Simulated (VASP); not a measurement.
A VASP 6.6.1 single-point calculation on ZnSe

INCAR

```
NSW = 0
EDIFF = 1E-7
ENCUT = 520
GGA = PS
PREC = Accurate
LCHARG = .FALSE.
LDAU = .TRUE.
SIGMA = 0.01
LASPH = .TRUE.
LDAUU = 6.0 0
NBANDS = 16
LDAUJ = 0 0
LMAXMIX = 4
NELM = 120
LREAL = .FALSE.
IBRION = -1
LDAUL = 2 -1
ISIF = 2
LWAVE = .FALSE.
LDAUTYPE = 2
ISMEAR = 0
```

KPOINTS

```
KPOINTS created by Atomic Simulation Environment
0
Gamma
8 8 8
0 0 0
```

POSCAR

```
Zn Se
 1.0000000000000000
     0.0000000000000000    2.8324206797113822    2.8324206797113822
     2.8324206797113822    0.0000000000000000    2.8324206797113822
     2.8324206797113822    2.8324206797113822    0.0000000000000000
 Zn  Se
   1   1
Cartesian
  0.0000000000000000 -0.0000000000000000  0.0000000000000000
  1.4162103398556911  1.4162103398556911  1.4162103398556911
```

The recommended PBE PAW datasets give the neutral cell 18 valence electrons.

Command

```
mpirun -np 1 vasp_std
```

Problem. How does this run end, and what does it give?

Solution. It converged. Results: gap between bands v and c on the k mesh 1.50 eV; least direct gap on the k mesh 1.50 eV; pressure -2.3 GPa. Band v is the last that the valence electrons fill when counted band by band, and c is the next.

OSZICAR

```
N       E                     dE             d eps       ncg     rms          rms(c)
DAV:   1     0.868857895749E+02    0.86886E+02   -0.89606E+03   928   0.129E+03
DAV:   2    -0.491938807951E+00   -0.87378E+02   -0.82843E+02  1048   0.259E+02
DAV:   3    -0.651474536308E+01   -0.60228E+01   -0.60053E+01  1152   0.675E+01
DAV:   4    -0.656140025569E+01   -0.46655E-01   -0.46651E-01  1104   0.630E+00
DAV:   5    -0.656156444713E+01   -0.16419E-03   -0.16419E-03  1168   0.320E-01    0.565E+00
DAV:   6    -0.635934318404E+01    0.20222E+00   -0.37627E-01  1368   0.138E+01    0.402E+00
DAV:   7    -0.634269909577E+01    0.16644E-01   -0.10606E-01  1088   0.258E+00    0.149E+00
DAV:   8    -0.634297824506E+01   -0.27915E-03   -0.46365E-03  1064   0.563E-01    0.363E-01
DAV:   9    -0.634298803303E+01   -0.97880E-05   -0.78429E-04  1088   0.196E-01    0.596E-02
DAV:  10    -0.634302475985E+01   -0.36727E-04   -0.62581E-05  1152   0.698E-02    0.162E-02
DAV:  11    -0.634303682658E+01   -0.12067E-04   -0.12048E-05  1080   0.358E-02    0.730E-03
DAV:  12    -0.634303725636E+01   -0.42979E-06   -0.14898E-06  1208   0.199E-02    0.322E-03
DAV:  13    -0.634303734464E+01   -0.88280E-07   -0.27878E-07  1120   0.601E-03
   1 F= -.63430373E+01 E0= -.63430373E+01  d E =-.356604E-24
```

For comparison, a separate PBEsol run of the intended cell, on usual settings and not on those above, gives a gap of 1.18 eV on its mesh and a pressure of -0.8 GPa.
